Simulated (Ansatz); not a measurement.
# InSb: stress in a strained cell

Aim: deform InSb (equal xx and yy strain of -1 %) and compute stress, forces and field gradients with LAPW, PAW and all-electron datasets made for the crystal.

Computed with Ansatz 0.2.0 (DFT PBE, scalar-relativistic, unless a step's input says otherwise).

## (1) The structure to begin with

It takes space group Pmmn (No. 59, orthorhombic). The conventional cell has a = 5.357 Å, b = 5.712 Å, c = 3.063 Å, α = 90.00°, β = 90.00°, γ = 90.00°. Around In (site symmetry mm2) lie 4 Sb at 2.73 to 2.90 Å and 2 In at 3.06 Å. Around Sb (site symmetry mm2) lie 4 In at 2.73 to 2.90 Å and 2 Sb at 3.06 Å.

Coordinates:

```cif
data_structure
_symmetry_space_group_name_H-M 'P 1'
_symmetry_Int_Tables_number 1
_cell_length_a 5.3570
_cell_length_b 5.7120
_cell_length_c 3.0630
_cell_angle_alpha 90.000
_cell_angle_beta 90.000
_cell_angle_gamma 90.000
_cell_volume 93.73
loop_
_atom_site_label
_atom_site_type_symbol
_atom_site_fract_x
_atom_site_fract_y
_atom_site_fract_z
_atom_site_occupancy
In1 In 0.00000 0.00000 0.00000 1
In2 In 0.50000 0.50000 0.00000 1
Sb1 Sb 0.50000 0.00000 0.83500 1
Sb2 Sb 0.00000 0.50000 0.16500 1
```

Atoms are numbered in the order of the input: In1, In2, Sb3, Sb4.

## (2) After the deformation

Space group Pmmn before, Pmmn after.

## (3) All-electron LAPW

Contents of input.yaml:

```yaml
crystal:
  lattice:
    - [5.30343, 0.0, 0.0]
    - [0.0, 5.65488, 0.0]
    - [0.0, 0.0, 3.063]
  atoms:
    - { symbol: In, position: [0.0, 0.0, 0.0] }
    - { symbol: In, position: [0.5, 0.5, 0.0] }
    - { symbol: Sb, position: [0.5, 0.0, 0.835] }
    - { symbol: Sb, position: [0.0, 0.5, 0.165] }
kpoints:
  mp_grid: { grid: [6, 6, 11] }
  band_path:
    path:
      - [0.0, 0.0, 0.0]
      - [0.5, 0.0, 0.0]
      - [0.5, 0.5, 0.0]
      - [0.0, 0.5, 0.0]
      - [0.0, 0.0, 0.0]
      - [0.0, 0.0, 0.5]
      - [0.5, 0.0, 0.5]
      - [0.5, 0.5, 0.5]
      - [0.0, 0.5, 0.5]
    npoints: 5
scf:
  occupations: { method: fermi_dirac, width: 0.08 }
hamiltonian:
  xc: pbe
  pseudopotentials: { kind: all_electron, lapw: { basis_error: 0.001 } }
output:
  forces: true
  stress: true
  eigenvalues: true
```

Command:

```bash
$ ansatz run input.yaml --threads 1 --pin off --max-ram 4096MiB --backend cpu --events-out ev --progress --plain --runs-dir out
```

Output, shortened:

```text
LAPW: plane waves up to 8.575 Å⁻¹, error target 1.0e-3 eV per atom; small_component_spin mean_spin; In in spheres of 1.354 Å, 21 of its electrons in bands, Dirac shells []; Sb in spheres of 1.346 Å, 23 of its electrons in bands, Dirac shells []
[...]
Pseudopotentials: kind: all_electron
Pseudopotential: In, LAPW, valence charge 21, Koelling and Harmon's equation, gaussian nucleus
Pseudopotential: Sb, LAPW, valence charge 23, Koelling and Harmon's equation, gaussian nucleus
Functional definition: PBE
[...]
Crystal: 4 atoms, lattice volume = 91.860 Å³
Basis set: ecut = 280.16883611460923 eV, 977 PW (Γ), exchange–correlation at level 2
Bands: 53, of which v1, the nominal top of the filled ones, is band 44 counted from 1 (43 counted from 0)
Symmetry: 8 space group operations
Space group: Pmmn (ITA 59), of the structure as read, at distance tolerance 4.5e-5 Å
k-points: 96 of 396
[...]
SCF iter   1: F=—  HF=-672826.915884 eV  |F-HF|=—  |Δ(HF+E_count)|=         —  Δρ=1.56e-2  dr2=2.59e-1  ethr=2.92e-4  ⟨swp⟩=3.0  Hψ=33124  notcnv=0
[...]
SCF iter   9: F=-672826.787159 eV  HF=-672826.787159 eV  |F-HF|=4.66e-8  |Δ(HF+E_count)|=   1.61e-7  Δρ=9.39e-6  dr2=8.46e-8  ethr=3.95e-10  ⟨swp⟩=2.0  Hψ=14255  notcnv=0
[...]
the search or the solves at the SCF's close seem to have found levels that the self-consistency loop had missed (the run counts 1). By its estimate they hold under 1e-12 electrons; where the run keeps them, the occupations were computed again with them
NSCF: frozen V_eff on 41 k-points
SCF converged after 9 iterations
Free energy (F): -672826.787159 eV
[...]
E sigma→0 (E₀):  -672826.770668 eV
Entropy (-TS):   -0.032982 eV (-8.246 meV/atom)
Fermi energy:    16.845079 eV
[...]
--- Forces (eV/Å), atoms counted from 1 ---
  atom   1  In     0.00000000     0.00000000     0.30829513
  atom   2  In     0.00000000    -0.00000000    -0.30829513
  atom   3  Sb     0.00000000    -0.00000000    -0.87251898
  atom   4  Sb     0.00000000     0.00000000     0.87251898
[...]
--- Stress (GPa, compression-positive) ---
       34.406630      -0.000000      -0.000000
       -0.000000      17.373914       0.000000
       -0.000000       0.000000      10.201665
  P = ⅓ Tr σ = 20.6607 GPa (206.607 kbar)
--- Band table (eV; the first three rows and the last of 96) ---
[...]
```

It took 2.6 min on 1 thread of Arm Neoverse V1, shared host; peak memory 1 GiB.

Read from it: pressure 20.66 GPa; no gap; largest force 0.873 eV/Å.

## (4) Frozen-core PAW

Contents of input.yaml:

```yaml
crystal:
  lattice:
    - [5.30343, 0.0, 0.0]
    - [0.0, 5.65488, 0.0]
    - [0.0, 0.0, 3.063]
  atoms:
    - { symbol: In, position: [0.0, 0.0, 0.0] }
    - { symbol: In, position: [0.5, 0.5, 0.0] }
    - { symbol: Sb, position: [0.5, 0.0, 0.835] }
    - { symbol: Sb, position: [0.0, 0.5, 0.165] }
kpoints:
  mp_grid: { grid: [6, 6, 11] }
scf:
  occupations: { method: fermi_dirac, width: 0.08 }
hamiltonian:
  xc: pbe
  pseudopotentials: { kind: paw }
output:
  forces: true
  stress: true
  eigenvalues: true
  efg: { contact_densities: true }
  write_density: true
  write_potential: true
  elf: true
  volumetric_format: npy
```

Command:

```bash
$ ansatz run input.yaml --threads 1 --pin off --max-ram 4096MiB --backend cpu --events-out ev --progress --plain --runs-dir out
```

Output, shortened:

```text
In, Sb: output.efg is read without spin–orbit coupling, which moves field gradients at and beside such atoms by some per cent and up to a factor of two; PAW files take it under magnetization.noncollinear and magnetization.spin_orbit
[...]
Pseudopotentials: kind: paw
Pseudopotential: In, paw, valence charge 13, recommended cutoff 420 eV (normal)
Pseudopotential: Sb, paw, valence charge 15, recommended cutoff 420 eV (normal)
Functional definition: PBE
[...]
Crystal: 4 atoms, lattice volume = 91.860 Å³
Basis set: ecut = 420 eV, 1781 PW (Γ), exchange–correlation on 72×80×48 points (8 copies of the dense FFT grid, shifted against one another)
Bands: 34, of which v1, the nominal top of the filled ones, is band 28 counted from 1 (27 counted from 0)
Symmetry: 8 space group operations
Space group: Pmmn (ITA 59), of the structure as read, at distance tolerance 4.5e-5 Å
k-points: 96 of 396
[...]
--- Stress (GPa, compression-positive) ---
       34.418951      -0.000000      -0.000000
       -0.000000      17.358412       0.000000
       -0.000000       0.000000      10.189998
  P = ⅓ Tr σ = 20.6558 GPa (206.558 kbar)
--- PAW observables at the nuclei: V_zz in 10²¹ V/m², potentials from the cell's mean, atoms counted from 1 ---
  atom   1  In V_zz =    -7.850538   η = 0.8075   by run symmetry: allowed
            electrostatic potential = -7943.488354 V   contact ρ = 1133051.296812 e/Å³
  atom   2  In V_zz =    -7.850538   η = 0.8075   by run symmetry: allowed
            electrostatic potential = -7943.488354 V   contact ρ = 1133051.296812 e/Å³
  atom   3  Sb V_zz =   +15.524937   η = 0.0039   by run symmetry: allowed
            electrostatic potential = -8414.215568 V   contact ρ = 1350097.687677 e/Å³
  atom   4  Sb V_zz =   +15.524937   η = 0.0039   by run symmetry: allowed
            electrostatic potential = -8414.215568 V   contact ρ = 1350097.687677 e/Å³
--- Band table (eV; the first three rows and the last of 96) ---
[...]
```

It took 27 s on 1 thread of Arm Neoverse V1, shared host; peak memory 0.55 GiB.

In short: pressure 20.66 GPa; no gap; largest force 0.872 eV/Å; Vzz In1 -7.85 (η = 0.81), Sb3 15.52 (η = 0.00) (10²¹ V/m²).

Density in a lattice plane of the grid's cell (edges 5.30 and 3.06 Å, at 0.000 of the third edge), which holds In and Sb.

Ten even steps from ' ' (0.11 e/Å³) to '@' (20.80 e/Å³):
```
==--::              ::++##++::              ::--
::....            ..--##@@##--..            ....
                    ::++**++::                  
                    ....::....                  
                                                
                                                
                                                
                                                
                                                
::....                                      ....
==--::                                      ::--
**++::..            ....::....            ..::++
```
Columns run along the first of these edges and rows up along the second, over one cell in 24 and 12 even steps from the bottom left corner. Atoms in the plane (fractional): In at (0.00, 0.00), Sb at (0.50, 0.83).

ELF in the same plane.

Ten even steps from '0' (0.00) to '9' (0.54):
```
001345997410001479954310
123446986300000368964432
455457987410001478975455
444457997642124679975444
555556788765556788765555
665544568877777886544556
555443346789998764334455
444443335688988653334444
455444456788888765444455
123444678776667787644432
001345798665456689754310
000345897631113679854300
```
Columns run along the first of these edges and rows up along the second, over one cell in 24 and 12 even steps from the bottom left corner. Atoms in the plane (fractional): In at (0.00, 0.00), Sb at (0.50, 0.83).

Both are smooth fields of the valence electrons: close to the nuclei they are not physical.

Maxima of ELF outside the ion cores: 0.58 on the Sb–In line, 1.4 Å from Sb; 0.56 beside Sb, off the lines to its neighbours, 1.3 Å from Sb; 0.54 between the atoms, 1.4 Å from Sb.

## (5) All-electron PAW on datasets made for the crystal

Edit input.yaml of step 4 so:

```diff
@@ -16,3 +16,3 @@
   xc: pbe
-  pseudopotentials: { kind: paw }
+  pseudopotentials: { kind: all_electron, datasets: crystal }
 output:
@@ -22,5 +22 @@
   efg: { contact_densities: true }
-  write_density: true
-  write_potential: true
-  elf: true
-  volumetric_format: npy
```

Command:

```bash
$ ansatz run input.yaml --threads 1 --pin off --max-ram 4096MiB --backend cpu --events-out ev --progress --plain --runs-dir out
```

Output, shortened:

```text
[...]
band count auto-derived: 24 (N_el = 36.0; filled up to band 18; 22 by the electrons, moments and atoms)
In, Sb: output.efg is read without spin–orbit coupling, which moves field gradients at and beside such atoms by some per cent and up to a factor of two; PAW files take it under magnetization.noncollinear and magnetization.spin_orbit
[...]
Pseudopotentials: kind: all_electron
Pseudopotential: In, paw, valence charge 21, recommended cutoff 260 eV (normal), Koelling and Harmon's equation, gaussian nucleus
Pseudopotential: Sb, paw, valence charge 15, recommended cutoff 260 eV (normal), Koelling and Harmon's equation, gaussian nucleus
Functional definition: PBE
[...]
Crystal: 4 atoms, lattice volume = 91.860 Å³
Basis set: ecut = 260 eV, 847 PW (Γ), exchange–correlation on 60×60×36 points (8 copies of the dense FFT grid, shifted against one another)
[...]
       -0.000000      17.372408       0.000000
       -0.000000       0.000000      10.197943
  P = ⅓ Tr σ = 20.6603 GPa (206.603 kbar)
  It holds what live shells' own plane waves past their cutoff add
--- PAW observables at the nuclei: V_zz in 10²¹ V/m², potentials from the cell's mean, atoms counted from 1 ---
  atom   1  In V_zz =    -7.778022   η = 0.8202   by run symmetry: allowed
            electrostatic potential = -7943.374078 V   contact ρ = 1132992.382154 e/Å³
  atom   2  In V_zz =    -7.778022   η = 0.8202   by run symmetry: allowed
            electrostatic potential = -7943.374078 V   contact ρ = 1132992.382154 e/Å³
  atom   3  Sb V_zz =   +15.618565   η = 0.0025   by run symmetry: allowed
            electrostatic potential = -8414.116198 V   contact ρ = 1349982.725731 e/Å³
  atom   4  Sb V_zz =   +15.618565   η = 0.0025   by run symmetry: allowed
            electrostatic potential = -8414.116198 V   contact ρ = 1349982.725731 e/Å³
--- Band table (eV; the first three rows and the last of 96) ---
[... band rows left out ...]
[...]
```

Run time: 34 s. Hardware: 1 thread of Arm Neoverse V1, shared host; peak memory 0.91 GiB.

Result: pressure 20.66 GPa; no gap; largest force 0.873 eV/Å; Vzz In1 -7.78 (η = 0.82), Sb3 15.62 (η = 0.00) (10²¹ V/m²).

## (6) Side by side

Stress (GPa, compression positive):

```csv
method,xx,yy,zz,yz,xz,xy
LAPW,34.41,17.37,10.20,0.00,0.00,0.00
PAW,34.42,17.36,10.19,0.00,0.00,0.00
crystal datasets,34.41,17.37,10.20,0.00,0.00,0.00
```

Forces (eV/Å):

```csv
atom,LAPW x,LAPW y,LAPW z,PAW x,PAW y,PAW z,crystal datasets x,crystal datasets y,crystal datasets z
In1,0.000,0.000,0.308,0.000,0.000,0.309,0.000,0.000,0.308
In2,0.000,0.000,-0.308,0.000,0.000,-0.309,0.000,0.000,-0.308
Sb3,0.000,0.000,-0.873,0.000,0.000,-0.872,0.000,0.000,-0.873
Sb4,0.000,0.000,0.873,0.000,0.000,0.872,0.000,0.000,0.873
```

| method | pressure (GPa) | largest force (eV/Å) | Vzz In1 (10²¹ V/m²) | Vzz Sb3 (10²¹ V/m²) | SCF cycles, all passes |
| --- | --- | --- | --- | --- | --- |
| LAPW | 20.66 | 0.873 | – | – | 9 |
| PAW | 20.66 | 0.872 | -7.85 | 15.52 | 7 |
| crystal datasets | 20.66 | 0.873 | -7.78 | 15.62 | 9 |

## (7) Summary of results

```
                                 quantity                                              value
                                 pressure  LAPW 20.66, PAW 20.66, crystal datasets 20.66 GPa
largest shear or deviatoric stress (LAPW)                                          13.75 GPa
```

What this shows: The largest part of the stress beyond the pressure is 13.75 GPa in size, in the xx component; the atoms are carried along and not relaxed. No run of the undeformed cell stands beside it, so the pressure holds what the given cell had before the change. PAW: stress within 0.02 GPa of LAPW, forces within 1 meV/Å. Crystal datasets: stress within 0.01 GPa of LAPW, forces within 1 meV/Å. Spin-orbit coupling is left out, though the cell holds Sb; in elements this heavy it can shift bands and gaps by tenths of an eV.
